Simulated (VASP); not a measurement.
# SiW3 (Im-3m) in VASP: single point with PBE

Aim: the single point of SiW3 with PBE.

Everything below comes from runs of VASP 6.6.1. Logs are shortened: lines on timing, memory, paths and dates and some standing lists are left out, and cuts for length are marked.

## 1. The crystal as given

Symmetry: Im-3m, No. 229, cubic system. The conventional cell has a = 5.212 Å, b = 5.212 Å, c = 5.212 Å, α = 90.00°, β = 90.00°, γ = 90.00°. Si (site symmetry m-3m) is surrounded by 6 W at 2.61 Å. Around W (site symmetry 4/mmm) lie 2 Si at 2.61 Å and 4 W at 2.61 Å.

The cell comes from a database or a generator and needn't be the stable form of this composition.

## 2. Single point, PBE

INCAR

```
SYSTEM = SiW3
  PREC = Accurate
  ENCUT = 520
  EDIFF = 1E-7
  ISMEAR = -1
  SIGMA = 0.1
  LREAL = .FALSE.
  LASPH = .TRUE.
  NELM = 60
  ALGO = Normal
  ISIF = 2
  LWAVE = .FALSE.
  LCHARG = .FALSE.
  GGA = PE
  NBANDS = 31
```

KPOINTS

```
Automatic mesh
0
G
  6 6 6
  0 0 0
```

POSCAR

```
SiW3
1.0
   -2.6061750000      2.6061750000      2.6061750000
    2.6061750000     -2.6061750000      2.6061750000
    2.6061750000      2.6061750000     -2.6061750000
Si W
1 3
Direct
    0.0000000000      0.0000000000      0.0000000000
    0.5000000000      0.5000000000      0.0000000000
    0.5000000000      0.0000000000      0.5000000000
    0.0000000000      0.5000000000      0.5000000000
```

Potentials or basis: VASP PAW PBE potentials, release 64 (Si, W_sv).

On the command line:

```bash
$ cat potpaw_PBE.64/Si/POTCAR potpaw_PBE.64/W_sv/POTCAR > POTCAR
$ mpirun -np 1 vasp_std > vasp.out
```

OUTCAR:

```text
SYSTEM = SiW3
   PREC = Accurate
   ENCUT = 520
   EDIFF = 1E-7
   ISMEAR = -1
   LREAL = .FALSE.
   LASPH = .TRUE.
   NELM = 60
   ISIF = 2
   GGA = PE

 ion  position               nearest neighbor table
   1  0.000  0.000  0.000-   2 2.61   3 2.61   4 2.61   4 2.61   3 2.61   2 2.61
   2  0.500  0.500  0.000-   1 2.61   3 2.61   4 2.61   3 2.61   4 2.61   1 2.61
   3  0.500  0.000  0.500-   1 2.61   2 2.61   4 2.61   2 2.61   1 2.61   4 2.61
   4  0.000  0.500  0.500-   1 2.61   2 2.61   3 2.61   1 2.61   2 2.61   3 2.61

  LATTYP: Found a body centered cubic cell.
 ALAT       =     5.2123500000

  Lattice vectors:

 A1 = (  -2.6061750000,   2.6061750000,   2.6061750000)
 A2 = (   2.6061750000,  -2.6061750000,   2.6061750000)
 A3 = (   2.6061750000,   2.6061750000,  -2.6061750000)

Analysis of symmetry for initial positions (statically):
=====================================================================
 Subroutine PRICEL returns:
 Original cell was already a primitive cell.

 Routine SETGRP: Setting up the symmetry group for a
 body centered cubic supercell.

 Subroutine GETGRP returns: Found 48 space group operations
 (whereof 48 operations were pure point group operations)
 out of a pool of 48 trial point group operations.

The static configuration has the point symmetry O_h .

Analysis of symmetry for dynamics (positions and initial velocities):
=====================================================================
 Subroutine PRICEL returns:
 Original cell was already a primitive cell.

 Routine SETGRP: Setting up the symmetry group for a
 body centered cubic supercell.

 Subroutine GETGRP returns: Found 48 space group operations
 (whereof 48 operations were pure point group operations)
 out of a pool of 48 trial point group operations.

The dynamic configuration has the point symmetry O_h .

 Subroutine INISYM returns: Found 48 space group operations
 (whereof 48 operations are pure point group operations),
 and found     1 'primitive' translations

----------------------------------------------------------------------------------------

                                     Primitive cell

  volume of cell :      70.8061

  direct lattice vectors                    reciprocal lattice vectors
    -2.606175000  2.606175000  2.606175000     0.000000000  0.191852044  0.191852044
     2.606175000 -2.606175000  2.606175000     0.191852044  0.000000000  0.191852044
     2.606175000  2.606175000 -2.606175000     0.191852044  0.191852044  0.000000000

  length of vectors
     4.514027513  4.514027513  4.514027513     0.271319762  0.271319762  0.271319762

  position of ions in fractional coordinates (direct lattice)
     0.000000000  0.000000000  0.000000000
     0.500000000  0.500000000  0.000000000
     0.500000000  0.000000000  0.500000000
     0.000000000  0.500000000  0.500000000

  ion indices of the primitive-cell ions
   primitive index   ion index
                 1           1
                 2           2
                 3           3
                 4           4

----------------------------------------------------------------------------------------

 KPOINTS: Automatic mesh

Automatic generation of k-mesh.
 Grid dimensions read from file:
 generate k-points for:    6    6    6

 Generating k-lattice:

  Cartesian coordinates                     Fractional coordinates (reciprocal lattice)
     0.000000000  0.031975341  0.031975341     0.166666667  0.000000000  0.000000000
     0.031975341  0.000000000  0.031975341     0.000000000  0.166666667  0.000000000
     0.031975341  0.031975341  0.000000000     0.000000000  0.000000000  0.166666667

  Length of vectors
     0.045219960  0.045219960  0.045219960

  Shift w.r.t. Gamma in fractional coordinates (k-lattice)
     0.000000000  0.000000000  0.000000000

 Subroutine IBZKPT returns following result:
 ===========================================

 Found     16 irreducible k-points:

 Following reciprocal coordinates:
            Coordinates               Weight
  0.000000  0.000000  0.000000      1.000000
  0.166667  0.000000  0.000000     12.000000
  0.333333  0.000000  0.000000     12.000000
  0.500000  0.000000  0.000000      6.000000
  0.166667  0.166667  0.000000     24.000000
  0.333333  0.166667  0.000000     48.000000
[... 8 lines left out ...]
  0.500000  0.500000  0.333333     12.000000
  0.500000  0.500000  0.500000      1.000000
   k-points           NKPTS =     16   k-points in BZ     NKDIM =     16   number of bands    NBANDS=     31
   number of dos      NEDOS =    301   number of ions     NIONS =      4
   total plane-waves  NPLWV =  46656
   dimension x,y,z NGX =    36 NGY =   36 NGZ =   36
   dimension x,y,z NGXF=    72 NGYF=   72 NGZF=   72
   ions per type =               1   3
   NGX,Y,Z   is equivalent  to a cutoff of  13.26, 13.26, 13.26 a.u.
   NGXF,Y,Z  is equivalent  to a cutoff of  26.52, 26.52, 26.52 a.u.
 SYSTEM =  SiW3
   PREC   = accura    normal or accurate (medium, high low for compatibility)
   ISTART =      0    job   : 0-new  1-cont  2-samecut
   ICHARG =      2    charge: 1-file 2-atom 10-const
   ISPIN  =      1    spin polarized calculation?
   LNONCOLLINEAR =      F non collinear calculations
   LSORBIT =      F    spin-orbit coupling
   LASPH  =      T    aspherical Exc in radial PAW
   ENCUT  =  520.0 eV  38.22 Ry    6.18 a.u.   8.39  8.39  8.39*2*pi/ulx,y,z
   NELM   =     60;   NELMIN=  2; NELMDL= -5     # of ELM steps
   EDIFF  = 0.1E-06   stopping-criterion for ELM
   LREAL  =      F    real-space projection
   EDIFFG = 0.1E-05   stopping-criterion for IOM
   NSW    =      0    number of steps for IOM
   IBRION =     -1    ionic relax: 0-MD 1-quasi-New 2-CG
   NFREE  =      0    steps in history (QN), initial steepest desc. (CG)
   ISIF   =      2    stress and relaxation
   ISYM   =      2    0-nonsym 1-usesym 2-fastsym
   POTIM  = 0.5000    time-step for ionic-motion
   TEBEG  =    0.0;   TEEND  =   0.0 temperature during run
   PSTRESS=    0.0 pullay stress
   NELECT =      46.0000    total number of electrons
   NUPDOWN=      -1.0000    fix difference up-down
   EMIN   =  10.00;   EMAX   =-10.00  energy-range for DOS
   EFERMI =   0.00;   METHOD = LEGACY
   ISMEAR =    -1;   SIGMA  =   0.10  broadening in eV -4-tet -1-fermi 0-gaus
   EFERMI_NEDOS =   21; number of points for ismear=-14 and -15
   IALGO  =     38    algorithm
   IMIX   =      4    mixing-type and parameters
     AMIX     =   0.40;   BMIX     =  1.00
     AMIX_MAG =   1.60;   BMIX_MAG =  1.00
  volume/ion in A,a.u.               =      17.70       119.46
  Fermi-wavevector in a.u.,A,eV,Ry     =   1.417873  2.679391 27.352644  2.010363
  Thomas-Fermi vector in A             =   2.539057
   LORBIT       =      0    0 simple, 1 ext, 2 COOP (PROOUT), +10 PAW based schemes
   GGA     = PE    functional components
   LHFCALC =     F    Hartree Fock is set to
   AEXX    =    0.0000 exact exchange contribution
   IVDW    =     0    specifies the selected vdW correction
   LEPSILON=     F    determine dielectric tensor
   LRPA    =     F    only Hartree local field effects (RPA)
 non-spin polarized calculation
  energy-cutoff  :      520.00
  volume of cell :       70.81
 maximum number of plane-waves:      1926
 NGX is ok and might be reduce to    36
   NGX = 17   NGY = 17   NGZ = 17

 number of electron      46.0000005 magnetization

 Free energy of the ion-electron system (eV)
  ---------------------------------------------------
  ext. energy  EPLUGINS =         0.00000000
  ---------------------------------------------------
  free energy    TOTEN  =       -38.96940995 eV

  energy without entropy =      -38.80816619  energy(sigma->0) =      -38.88878807

 E-fermi :   9.0265     XC(G=0): -12.2511

 val. band max:        8.9723742860   @ k =   0.5000   0.5000   0.1667
 cond. band min:       9.0430647811   @ k =  -0.3333   0.3333   0.3333
 fundamental gap:      0.0706904951
 Fermi energy:         9.0264924705

 k-point     1 :       0.0000    0.0000    0.0000
  band No.  band energies     occupation
      1     -64.9324      2.00000
      2     -64.7701      2.00000
      3     -64.7701      2.00000
      4     -29.6783      2.00000
      5     -29.6783      2.00000
      6     -29.6783      2.00000
[... 23 lines left out ...]
     30      12.8276      0.00000
     31      14.4563      0.00000

 k-point     2 :       0.1667    0.0000    0.0000
  band No.  band energies     occupation
      1     -64.9227      2.00000
      2     -64.7797      2.00000
      3     -64.7704      2.00000
      4     -29.6796      2.00000
      5     -29.5983      2.00000
      6     -29.5939      2.00000
[... 23 lines left out ...]
     30      12.4866      0.00000
     31      13.4184      0.00000

 k-point     3 :       0.3333    0.0000    0.0000
  band No.  band energies     occupation
      1     -64.8978      2.00000
      2     -64.8045      2.00000
      3     -64.7708      2.00000
      4     -29.6822      2.00000
      5     -29.3789      2.00000
      6     -29.3639      2.00000
[... 23 lines left out ...]
     30      12.2287      0.00000
     31      12.3492      0.00000

 k-point     4 :       0.5000    0.0000    0.0000
  band No.  band energies     occupation
      1     -64.8777      2.00000
      2     -64.8246      2.00000
      3     -64.7710      2.00000
      4     -29.6835      2.00000
      5     -29.2353      2.00000
      6     -29.1846      2.00000
[... 23 lines left out ...]
     30      12.4003      0.00000
     31      12.4054      0.00000

 k-point     5 :       0.1667    0.1667    0.0000
  band No.  band energies     occupation
      1     -64.9051      2.00000
      2     -64.7972      2.00000
      3     -64.7708      2.00000
      4     -29.6014      2.00000
      5     -29.5974      2.00000
      6     -29.3653      2.00000
[... 23 lines left out ...]
     30      12.2026      0.00000
     31      13.3596      0.00000
[... 270 lines left out ...]
     30      12.2951      0.00000
     31      13.6630      0.00000

 k-point    14 :      -0.3333    0.3333    0.3333
  band No.  band energies     occupation
      1     -64.8873      2.00000
      2     -64.8502      2.00000
      3     -64.7353      2.00000
      4     -29.7038      2.00000
      5     -29.7038      2.00000
      6     -29.4296      2.00000
[... 23 lines left out ...]
     30      12.6528      0.00000
     31      13.1492      0.00000

 k-point    15 :       0.5000    0.5000    0.3333
  band No.  band energies     occupation
      1     -64.8770      2.00000
      2     -64.8675      2.00000
      3     -64.7282      2.00000
      4     -29.7107      2.00000
      5     -29.6371      2.00000
      6     -29.6328      2.00000
[... 23 lines left out ...]
     30      12.4607      0.00000
     31      14.3893      0.00000

 k-point    16 :       0.5000    0.5000    0.5000
  band No.  band energies     occupation
      1     -64.8767      2.00000
      2     -64.8767      2.00000
      3     -64.7190      2.00000
      4     -29.7192      2.00000
      5     -29.7192      2.00000
      6     -29.7192      2.00000
[... 23 lines left out ...]
     30      12.6232      0.00000
     31      14.9204      0.00000

------------------------ aborting loop because EDIFF is reached ----------------------------------------

  FORCE on cell =-STRESS in cart. coord.  units (eV):
  Direction    XX          YY          ZZ          XY          YZ          ZX
  --------------------------------------------------------------------------------------
  -------------------------------------------------------------------------------------
  Total        0.3360895      0.3360895      0.3360895      0.0000000      0.0000000     -0.0000000
  in kB        7.6049235      7.6049235      7.6049235      0.0000000      0.0000000     -0.0000000
  external PRESSURE =       7.6049235 kB  Pullay stress =       0.0000000 kB

 VOLUME and BASIS-vectors are now :
 -----------------------------------------------------------------------------
  energy-cutoff  :      520.00
  volume of cell :       70.81
      direct lattice vectors                 reciprocal lattice vectors
    -2.606175000  2.606175000  2.606175000     0.000000000  0.191852044  0.191852044
     2.606175000 -2.606175000  2.606175000     0.191852044  0.000000000  0.191852044
     2.606175000  2.606175000 -2.606175000     0.191852044  0.191852044  0.000000000

 POSITION                                       TOTAL-FORCE (eV/Angst)
 -----------------------------------------------------------------------------------
      0.00000      0.00000      0.00000        -0.000000      0.000000      0.000000
      0.00000      0.00000      2.60617        -0.000000      0.000000     -0.000000
      0.00000      2.60617      0.00000         0.000000     -0.000000     -0.000000
      2.60617      0.00000      0.00000        -0.000000      0.000000     -0.000000
 -----------------------------------------------------------------------------------
    total drift:                                0.000000      0.000000     -0.000000

  FREE ENERGIE OF THE ION-ELECTRON SYSTEM (eV)
  ---------------------------------------------------
  free  energy   TOTEN  =       -38.9694099494 eV

  energy  without entropy=      -38.8081661945  energy(sigma->0) =      -38.88878807
```

It took 19 s on 1 thread of Intel Xeon 6975P-C (Granite Rapids), shared host; peak memory 0.21 GiB.

Results:

```
Free energy            : -38.9694 eV
Pressure               : 0.8 GPa
Band gap on the k mesh : none (metal or under the smearing width)
```

Levels at points of the mesh, in eV from the Fermi level:
| k point | band 19 | band 20 | band 21 | band 22 | band 23 | band 24 | band 25 | band 26 |
| --- | --- | --- | --- | --- | --- | --- | --- | --- |
| (0.00, 0.00, 0.00) | -3.71 | -0.34 | -0.34 | -0.34 | 0.44 | 0.44 | 1.97 | 1.97 |
| (0.50, 0.00, 0.00) | -1.77 | -1.65 | -1.00 | -0.42 | -0.34 | -0.31 | -0.15 | 0.81 |
| (0.50, 0.50, 0.50) | -2.95 | -2.72 | -2.72 | -2.72 | 0.03 | 0.03 | 1.18 | 1.18 |
